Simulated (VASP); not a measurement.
# A VASP 6.6.1 single-point calculation on Ge

INCAR

```
ENCUT = 520
PREC = Accurate
ISMEAR = 0
LASPH = .TRUE.
SIGMA = 0.2
AMIX = 0.2
EDIFF = 1E-7
GGA = PE
NSW = 0
LWAVE = .FALSE.
IVDW = 10
NBANDS = 21
LREAL = .FALSE.
ISIF = 2
LCHARG = .FALSE.
NELM = 120
IBRION = -1
IMIX = 1
```

KPOINTS

```
KPOINTS created by Atomic Simulation Environment
0
Gamma
8 8 8
0 0 0
```

POSCAR

```
Ge
 1.0000000000000000
    -0.0130500932000000    2.8380077864000000    2.8380077864000000
     2.8380077864000000   -0.0130500932000000    2.8380077864000000
     2.8380077864000000    2.8380077864000000   -0.0130500932000000
 Ge
   2
Cartesian
 -0.0016049250194077 -0.0016049250194077 -0.0016049250194077
  1.4173462949194080  1.4173462949194080  1.4173462949194078
```

The recommended PBE PAW datasets give the neutral cell 28 valence electrons.

Command

```
mpirun -np 1 vasp_std
```

OSZICAR

```
N       E                     dE             d eps       ncg     rms          rms(c)
DAV:   1     0.189908793667E+03    0.18991E+03   -0.14499E+04  3044   0.360E+03
DAV:   2     0.188232962534E+02   -0.17109E+03   -0.16578E+03  2730   0.628E+02
DAV:   3    -0.816949445452E+01   -0.26993E+02   -0.26800E+02  3125   0.143E+02
DAV:   4    -0.908107516929E+01   -0.91158E+00   -0.91107E+00  3045   0.307E+01
DAV:   5    -0.909632651407E+01   -0.15251E-01   -0.15251E-01  3138   0.441E+00    0.313E+00
DAV:   6    -0.906461081057E+01    0.31716E-01   -0.84388E-03  3045   0.873E-01    0.249E+00
DAV:   7    -0.904552617717E+01    0.19085E-01   -0.33925E-03  3489   0.565E-01    0.199E+00
DAV:   8    -0.903295256766E+01    0.12574E-01   -0.22487E-03  3561   0.413E-01    0.159E+00
DAV:   9    -0.902494890341E+01    0.80037E-02   -0.12732E-03  3268   0.318E-01    0.127E+00
DAV:  10    -0.901998045416E+01    0.49684E-02   -0.96540E-04  3600   0.251E-01    0.101E+00
...
DAV:  35    -0.901352516803E+01   -0.11049E-05   -0.16664E-07  2465   0.181E-03    0.533E-03
DAV:  36    -0.901352598050E+01   -0.81247E-06   -0.12173E-07  2385   0.155E-03    0.441E-03
DAV:  37    -0.901352657743E+01   -0.59692E-06   -0.89110E-08  2393   0.131E-03    0.365E-03
DAV:  38    -0.901352701408E+01   -0.43666E-06   -0.65060E-08  2327   0.112E-03    0.303E-03
DAV:  39    -0.901352733109E+01   -0.31701E-06   -0.47643E-08  2381   0.944E-04    0.252E-03
DAV:  40    -0.901352756160E+01   -0.23051E-06   -0.34708E-08  2130   0.806E-04    0.210E-03
DAV:  41    -0.901352772817E+01   -0.16656E-06   -0.25517E-08  2032   0.684E-04    0.175E-03
DAV:  42    -0.901352784798E+01   -0.11981E-06   -0.18652E-08  1795   0.586E-04    0.146E-03
DAV:  43    -0.901352793356E+01   -0.85581E-07   -0.13701E-08  1735   0.497E-04
   1 F= -.96716797E+01 E0= -.96706616E+01  d E =-.203618E-02
```

Standard output (part)

```
POSCAR found type information on POSCAR Ge
 POSCAR found :  1 types and       2 ions
 LDA part: xc-table for (Slater+PW92), standard interpolation
 POSCAR, INCAR and KPOINTS ok, starting setup
 WAVECAR not read
 entering main loop
```

From OUTCAR

```
k-points           NKPTS =     65   k-points in BZ     NKDIM =     65   number of bands    NBANDS=     21

   NELECT =      28.0000    total number of electrons

   dimension x,y,z NGX =    30 NGY =   30 NGZ =   30
   dimension x,y,z NGXF=    60 NGYF=   60 NGZF=   60

  energy-cutoff  :      520.00
  volume of cell :       46.03
      direct lattice vectors                 reciprocal lattice vectors
    -0.013050093  2.838007786  2.838007786    -0.174969359  0.175777642  0.175777642
     2.838007786 -0.013050093  2.838007786     0.175777642 -0.174969359  0.175777642
     2.838007786  2.838007786 -0.013050093     0.175777642  0.175777642 -0.174969359

 k-points in reciprocal lattice and weights: KPOINTS created by Atomic Simulation Env
   0.00000000  0.00000000  0.00000000       0.002
   0.12500000  0.00000000  0.00000000       0.012
   0.25000000  0.00000000  0.00000000       0.012
   0.37500000 -0.00000000 -0.00000000       0.012
   0.50000000  0.00000000  0.00000000       0.006
   0.12500000  0.12500000 -0.00000000       0.012
   0.25000000  0.12500000 -0.00000000       0.023
   0.37500000  0.12500000 -0.00000000       0.023
   ...

 E-fermi :   4.8306

 k-point     1 :       0.0000    0.0000    0.0000
  band No.  band energies     occupation
      1     -19.9609      2.00000
      2     -19.9559      2.00000
      3     -19.9559      2.00000
      4     -19.9227      2.00000
      5     -19.9227      2.00000
      6     -19.7229      2.00000
      7     -19.7229      2.00000
      8     -19.7169      2.00000
      9     -19.7088      2.00000
     10     -19.7088      2.00000
     11      -7.8131      2.00000
     12       4.7163      1.58092
     13       4.8163      1.08053
     14       4.8163      1.08053
     15       4.8695      0.78327
     16       7.3583      0.00000
     17       7.3583      0.00000
     18       7.4294      0.00000
     19      11.2207      0.00000
     20      14.2725      0.00000
     21      14.2725      0.00000

 k-point     2 :       0.1250    0.0000    0.0000
  band No.  band energies     occupation
      1     -19.9677      2.00000
      2     -19.9640      2.00000
      3     -19.9540      2.00000
      4     -19.9122      2.00000
      5     -19.9118      2.00000
      6     -19.7335      2.00000
      7     -19.7310      2.00000
      8     -19.7247      2.00000
      9     -19.6996      2.00000
     10     -19.6974      2.00000
     11      -7.6266      2.00000
     12       2.4427      2.00000
     13       4.4930      1.98300
     14       4.5354      1.96310
     15       5.8128      0.00000
     16       7.7969      0.00000
     17       7.8557      0.00000
     18       8.2608      0.00000
     19      12.1270      0.00000
     20      13.3801      0.00000
     21      13.4146      0.00000

 ...

  Total      -0.48291    -0.48291    -0.48291     0.07438     0.07438     0.07438
  in kB     -16.80829   -16.80829   -16.80829     2.58878     2.58878     2.58878
  external pressure =      -16.81 kB  Pullay stress =        0.00 kB

 POSITION                                       TOTAL-FORCE (eV/Angst)
 -----------------------------------------------------------------------------------
      5.66136      5.66136      5.66136        -0.007508     -0.007508     -0.007508
      1.41735      1.41735      1.41735         0.007508      0.007508      0.007508
 -----------------------------------------------------------------------------------
    total drift:                               -0.000000     -0.000000     -0.000000

  FREE ENERGIE OF THE ION-ELECTRON SYSTEM (eV)
  ---------------------------------------------------
  free  energy   TOTEN  =        -9.6716796588 eV

  energy  without entropy=       -9.6696434795  energy(sigma->0) =       -9.67066157
```

It converged. Results: gap between bands v and c on the k mesh 0.05 eV; least direct gap on the k mesh 0.05 eV; pressure -1.7 GPa. Band v is the last that the valence electrons fill when counted band by band, and c is the next.

For comparison, a separate PBE run of the intended cell, on usual settings and not on those above, gives a gap of 0.05 eV on its mesh and a pressure of 2.4 GPa.

The run above took about 3.4 min on one core of a shared host (Intel Xeon Platinum 8488C) and held 0.19 GiB at most.
